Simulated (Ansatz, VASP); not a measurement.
**WSe: VASP beside Ansatz**

The input POSCAR:

```
WSe
1.0
    0.0000000000      2.8388664208      2.8388664208
    2.8388664208      0.0000000000      2.8388664208
    2.8388664208      2.8388664208      0.0000000000
W Se
1 1
Direct
    0.0000000000      0.0000000000      0.0000000000
    0.2500000000      0.2500000000      0.2500000000
```

INCAR.step1

```
PREC = Accurate
ENCUT = 520
ISMEAR = 0
SIGMA = 0.1
LREAL = F
LASPH = T
NELM = 80
NBANDS = 17
GGA = PE
ALGO = Normal
EDIFF = 1E-4
LWAVE = T
LCHARG = F
```

Contents of INCAR.step2:

```
PREC = Accurate
ENCUT = 520
EDIFF = 1E-6
ISMEAR = 0
SIGMA = 0.1
LREAL = F
LASPH = T
NELM = 80
ALGO = Normal
ISIF = 2
LWAVE = F
LCHARG = F
METAGGA = R2SCAN
LMIXTAU = T
NBANDS = 17
ISTART = 1
```

KPOINTS

```
regular mesh
0
Gamma
  12 12 12
```

Input for Ansatz:

```yaml
crystal:
  lattice:
    - [0.0, 2.8388664208, 2.8388664208]
    - [2.8388664208, 0.0, 2.8388664208]
    - [2.8388664208, 2.8388664208, 0.0]
  atoms:
    - { symbol: W, position: [0.0, 0.0, 0.0] }
    - { symbol: Se, position: [0.25, 0.25, 0.25] }
basis:
  ecutwfc: 500
kpoints:
  mp_grid: { grid: [12, 12, 12] }
hamiltonian:
  xc: r2scan
scf:
  occupations: { method: gaussian, width: 0.1 }
  lower_state_search: "off"
output:
  forces: true
  stress: true
  eigenvalues: true
  write_density: true
  write_potential: true
  elf: true
  volumetric_format: npy
```

Alike in both runs: task single point; functional r2SCAN; k mesh 12 × 12 × 12; occupations gaussian, width 0.1 eV; no spin polarisation.

|  | VASP | Ansatz |
| --- | --- | --- |
| version | VASP 6.6.1 | Ansatz 0.2.0 |
| potentials or method | VASP PAW PBE potentials, release 64 (W_sv, Se) | scalar-relativistic, plane waves, PAW |
| plane-wave cutoff (eV) | 520 | 500 |
| valence electrons in the cell | 20 | 30 |

Ansatz gave:

* gap on the k mesh at the Fermi level (eV): none
* pressure (GPa): -4.4

Question: What did VASP give for the same quantities?

Answer: gap on the k mesh at the Fermi level (eV): none; pressure (GPa): -4.2.

A gap of «none» marks a metal or a gap that the smearing closes. With one functional, cell and mesh, what is left measures potentials, basis and numerics. The two sets of potentials don't hold the same shells in valence.

Caveats: the PAW data sets were made with another functional, which shifts forces and pressure a little (VASP). The runs have no spin-orbit coupling, so splittings on W are missing.
